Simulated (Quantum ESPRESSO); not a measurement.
Runs of Quantum ESPRESSO 7.5 on CO2. Symmetry: I-42d, No. 122, tetragonal system. Conventional cell: a = 3.949 Å, b = 3.949 Å, c = 6.028 Å, α = 90.00°, β = 90.00°, γ = 90.00°. O (site symmetry 2) is surrounded by 2 C at 1.40 Å. C (site symmetry -4) has 4 O at 1.40 Å as nearest neighbours. The cell comes from a database or a generator and needn't be the stable form of this composition.

```csv
level,potentials or basis,form of the LDA correlation,pressure (GPa),largest force (eV/Å)
LDA,PseudoDojo 0.4.1 SR LDA standard,PW92,(c),(a)
WC,PseudoDojo 0.4.1 SR PBE standard,-,(b),0.14
BLYP,PseudoDojo 0.4.1 SR PBE standard,-,6.8,0.29
AM05,PseudoDojo 0.4.1 SR PBE standard,-,-6.3,0.29
PBEsol,PseudoDojo 0.4.1 SR PBEsol standard,-,-6.8,0.22
```

Alike in all rows: task dielectric tensor; no spin polarisation; cell as given; k mesh 6 × 6 × 6, shifted; cutoff (eV) 1143; smearing fermi-dirac 0.05 eV.

Question: Estimate the missing entries.

Answer: (a) 0.51; (b) -5.7; (c) -13.6.

Caveats: the cell is more than 3 GPa from zero pressure, which shifts response properties; the potentials were made for another functional, which shifts forces and pressure (some runs).
